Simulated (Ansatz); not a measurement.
# ZnSe (Fm-3m): seeking the equilibrium cell

Aim: the volume at which the pressure of ZnSe (Fm-3m) vanishes.

Program: Ansatz 0.2.0. Level of theory: DFT PBEsol, scalar-relativistic, plane waves, PAW. These are calculated values, not measurements.

## 1. Starting point

Symmetry: Fm-3m, No. 225, cubic system. The conventional cell has a = 5.431 Å, b = 5.431 Å, c = 5.431 Å, α = 90.00°, β = 90.00°, γ = 90.00°. Around Se (site symmetry m-3m) lie 6 Zn at 2.72 Å. Zn (site symmetry m-3m) has 6 Se at 2.72 Å as nearest neighbours.

Coordinates:

```cif
data_structure
_symmetry_space_group_name_H-M 'Fm-3m'
_symmetry_Int_Tables_number 225
_cell_length_a 5.4312
_cell_length_b 5.4312
_cell_length_c 5.4312
_cell_angle_alpha 90.000
_cell_angle_beta 90.000
_cell_angle_gamma 90.000
_cell_volume 160.21
loop_
_atom_site_label
_atom_site_type_symbol
_atom_site_symmetry_multiplicity
_atom_site_Wyckoff_symbol
_atom_site_fract_x
_atom_site_fract_y
_atom_site_fract_z
_atom_site_occupancy
Se1 Se 4 a 0.00000 0.00000 0.00000 1
Zn1 Zn 4 b 0.50000 0.00000 0.00000 1
```

## 2. First run, at the start cell

input.yaml reads:

```yaml
crystal:
  lattice:
    - [0.0, 2.71558512, 2.71558512]
    - [2.71558512, 0.0, 2.71558512]
    - [2.71558512, 2.71558512, 0.0]
  atoms:
    - { symbol: Se, position: [0.0, 0.0, 0.0] }
    - { symbol: Zn, position: [0.5, 0.5, 0.5] }
basis:
  ecutwfc: 420
  ecutrho_ratio: 4
kpoints:
  mp_grid: { grid: [12, 12, 12] }
hamiltonian:
  xc: pbesol
scf:
  occupations: { method: gaussian, width: 0.05 }
output:
  forces: true
  stress: true
  eigenvalues: true
```

On the command line:

```bash
$ ansatz run input.yaml --threads 1 --pin off --max-ram 2560MiB --backend cpu --events-out ev --progress --plain --runs-dir out
```

Standard output (excerpt; [...] marks lines left out):

```text
Warning: RAYON_NUM_THREADS=1 ignored (pool sized by the plan → 1); use --threads N
[...]
Pseudopotentials: kind: paw
Pseudopotential: Se, paw, valence charge 16, recommended cutoff 420 eV (normal), Se.paw.azcp
Pseudopotential: Zn, paw, valence charge 12, recommended cutoff 420 eV (normal), Zn.paw.azcp
Functional definition: PBEsol
[...]
Crystal: 2 atoms, lattice volume = 40.052 Å³
Basis set: ecut = 420 eV, 749 PW (Γ), exchange–correlation on 54×54×54 points (8 copies of the dense FFT grid, shifted against one another)
Bands: 18, of which v1, the nominal top of the filled ones, is band 14 counted from 1 (13 counted from 0)
Symmetry: 48 space group operations
Space group: Fm-3m (ITA 225), of the structure as read, at distance tolerance 3.4e-5 Å
k-points: 72 of 1728
[...]
SCF iter   1: F=—  HF=-8705.870195 eV  |F-HF|=—  |Δ(HF+E_count)|=         —  Δρ=3.08e-3  dr2=3.98e-3  ethr=1.77e-3  ⟨swp⟩=5.7  Hψ=6195  notcnv=0
[...]
SCF iter   7: F=-8705.868862 eV  HF=-8705.868862 eV  |F-HF|=2.58e-8  |Δ(HF+E_count)|=   1.47e-7  Δρ=1.30e-5  dr2=3.64e-8  ethr=3.57e-10  ⟨swp⟩=5.8  Hψ=6047  notcnv=0
[...]
SCF converged after 7 iterations
Free energy (F): -8705.868862 eV
[...]
E sigma→0 (E₀):  -8705.868184 eV
Entropy (-TS):   -0.001356 eV (-0.678 meV/atom)
Fermi energy:    8.492024 eV
[...]
--- Forces (eV/Å), atoms counted from 1 ---
  atom   1  Se    -0.00000000     0.00000000     0.00000000
  atom   2  Zn     0.00000000    -0.00000000    -0.00000000
[...]
--- Stress (GPa, compression-positive) ---
       -6.013303       0.000000      -0.000000
        0.000000      -6.013303       0.000000
       -0.000000      -0.000000      -6.013303
  P = ⅓ Tr σ = -6.0133 GPa (-60.133 kbar)
--- Band table (eV; the first three rows and the last of 72) ---
  k-point 0: bands = ["-38.5288", "-38.5288", "-38.5259", "-38.5259", "-38.5259", "-5.0534", "2.0058", "2.0058", "2.0233", "2.0233", "2.0233", "8.0831", "8.0831", "8.0831", "8.9273", "17.0401", "17.0401", "17.0401"]
[...]
```

It took 2.2 s on 1 thread of Intel Xeon Platinum 8488C (Sapphire Rapids), shared host; peak memory 0.41 GiB.

This gives: volume 20.026 Å³/atom, pressure -6.01 GPa, no gap.

## 3. A new volume, run 2

Edit input.yaml of step 2 so:

```diff
@@ -2,5 +2,5 @@
   lattice:
-    - [0.0, 2.71558512, 2.71558512]
-    - [2.71558512, 0.0, 2.71558512]
-    - [2.71558512, 2.71558512, 0.0]
+    - [0.0, 2.6788010295, 2.6788010295]
+    - [2.6788010295, 0.0, 2.6788010295]
+    - [2.6788010295, 2.6788010295, 0.0]
   atoms:
```

On the command line:

```bash
$ ansatz run input.yaml --threads 1 --pin off --max-ram 2560MiB --backend cpu --events-out ev --progress --plain --runs-dir out
```

Standard output (excerpt; [...] marks lines left out):

```text
Warning: RAYON_NUM_THREADS=1 ignored (pool sized by the plan → 1); use --threads N
[...]
[... 4 set-up lines as earlier in the session ...]
[...]
Crystal: 2 atoms, lattice volume = 38.446 Å³
Basis set: ecut = 420 eV, 749 PW (Γ), exchange–correlation on 54×54×54 points (8 copies of the dense FFT grid, shifted against one another)
Bands: 18, of which v1, the nominal top of the filled ones, is band 14 counted from 1 (13 counted from 0)
[... 2 set-up lines as earlier in the session ...]
k-points: 72 of 1728
[...]
SCF iter   1: F=—  HF=-8705.918788 eV  |F-HF|=—  |Δ(HF+E_count)|=         —  Δρ=3.24e-3  dr2=3.60e-3  ethr=1.77e-3  ⟨swp⟩=5.8  Hψ=6264  notcnv=0
[...]
SCF iter   7: F=-8705.917568 eV  HF=-8705.917568 eV  |F-HF|=8.73e-9  |Δ(HF+E_count)|=   1.15e-7  Δρ=8.50e-6  dr2=2.18e-8  ethr=3.57e-10  ⟨swp⟩=5.2  Hψ=5570  notcnv=0
[...]
SCF converged after 7 iterations
Free energy (F): -8705.917568 eV
[...]
E sigma→0 (E₀):  -8705.916902 eV
Entropy (-TS):   -0.001333 eV (-0.667 meV/atom)
Fermi energy:    9.121084 eV
[...]
--- Forces (eV/Å), atoms counted from 1 ---
  atom   1  Se    -0.00000000     0.00000000    -0.00000000
  atom   2  Zn     0.00000000    -0.00000000     0.00000000
[...]
--- Stress (GPa, compression-positive) ---
       -3.608248      -0.000000      -0.000000
        0.000000      -3.608248       0.000000
       -0.000000      -0.000000      -3.608248
  P = ⅓ Tr σ = -3.6082 GPa (-36.082 kbar)
--- Band table (eV; the first three rows and the last of 72) ---
  k-point 0: bands = ["-37.9696", "-37.9696", "-37.9662", "-37.9662", "-37.9662", "-4.7129", "2.5471", "2.5471", "2.5653", "2.5653", "2.5653", "8.6698", "8.6698", "8.6698", "9.7832", "17.6762", "17.6762", "17.6762"]
[...]
```

Run time: 2.1 s. Hardware: 1 thread of Intel Xeon Platinum 8488C (Sapphire Rapids), shared host; peak memory 0.4 GiB.

This gives: volume 19.223 Å³/atom, pressure -3.61 GPa, a metal on this mesh.

## 4. Next volume, run 3

Edit input.yaml of step 3 so:

```diff
@@ -2,5 +2,5 @@
   lattice:
-    - [0.0, 2.6788010295, 2.6788010295]
-    - [2.6788010295, 0.0, 2.6788010295]
-    - [2.6788010295, 2.6788010295, 0.0]
+    - [0.0, 2.6345300585, 2.6345300585]
+    - [2.6345300585, 0.0, 2.6345300585]
+    - [2.6345300585, 2.6345300585, 0.0]
   atoms:
```

On the command line:

```bash
$ ansatz run input.yaml --threads 1 --pin off --max-ram 2560MiB --backend cpu --events-out ev --progress --plain --runs-dir out
```

Standard output (excerpt; [...] marks lines left out):

```text
Warning: RAYON_NUM_THREADS=1 ignored (pool sized by the plan → 1); use --threads N
[...]
[... 4 set-up lines as earlier in the session ...]
[...]
Crystal: 2 atoms, lattice volume = 36.571 Å³
Basis set: ecut = 420 eV, 725 PW (Γ), exchange–correlation on 50×50×50 points (8 copies of the dense FFT grid, shifted against one another)
Bands: 18, of which v1, the nominal top of the filled ones, is band 14 counted from 1 (13 counted from 0)
[... 1 set-up line as earlier in the session ...]
Space group: Fm-3m (ITA 225), of the structure as read, at distance tolerance 3.3e-5 Å
k-points: 72 of 1728
[...]
SCF iter   1: F=—  HF=-8705.940507 eV  |F-HF|=—  |Δ(HF+E_count)|=         —  Δρ=3.47e-3  dr2=3.24e-3  ethr=1.77e-3  ⟨swp⟩=5.7  Hψ=6367  notcnv=0
[...]
the search or the solves at the SCF's close seem to have found levels that the self-consistency loop had missed (the run counts 1). By its estimate they hold under 1e-12 electrons; where the run keeps them, the occupations were computed again with them
[...]
SCF converged after 7 iterations
Free energy (F): -8705.939317 eV
[...]
E sigma→0 (E₀):  -8705.938663 eV
Entropy (-TS):   -0.001309 eV (-0.654 meV/atom)
Fermi energy:    9.928291 eV
[...]
--- Forces (eV/Å), atoms counted from 1 ---
  atom   1  Se    -0.00000000     0.00000000    -0.00000000
  atom   2  Zn     0.00000000    -0.00000000     0.00000000
[...]
--- Stress (GPa, compression-positive) ---
        0.068047      -0.000000      -0.000000
       -0.000000       0.068047       0.000000
       -0.000000       0.000000       0.068047
  P = ⅓ Tr σ = 0.0680 GPa (0.680 kbar)
--- Band table (eV; the first three rows and the last of 72) ---
  k-point 0: bands = ["-37.2569", "-37.2569", "-37.2528", "-37.2528", "-37.2528", "-4.2857", "3.2295", "3.2295", "3.2483", "3.2483", "3.2483", "9.4209", "9.4209", "9.4209", "10.8913", "18.4875", "18.4875", "18.4875"]
[...]
```

Wall time 2.6 s (1 thread of Intel Xeon Platinum 8488C (Sapphire Rapids), shared host); peak memory 0.4 GiB.

Read off: volume 18.286 Å³/atom, pressure 0.07 GPa, a metal on this mesh.

## 5. The runs together

```
run  functional  volume (Å³/atom)  pressure (GPa)  energy from the first of its functional (meV/atom)    k mesh
  1      PBEsol            20.026           -6.01                                                 0.0  12×12×12
  2      PBEsol            19.223           -3.61                                               -24.4  12×12×12
  3      PBEsol            18.286            0.07                                               -35.2  12×12×12
```

## 6. Summary of results

| quantity | value |
| --- | --- |
| volume | 18.286 Å³/atom |
| pressure | 0.07 GPa |
| conventional cell | a = 5.269 Å, b = 5.269 Å, c = 5.269 Å, α = 90.00°, β = 90.00°, γ = 90.00° |
| gap on the mesh | none (metal) |

In words: The volume went from 20.03 to 18.29 Å³/atom (-8.7 %), where 0.07 GPa is left.
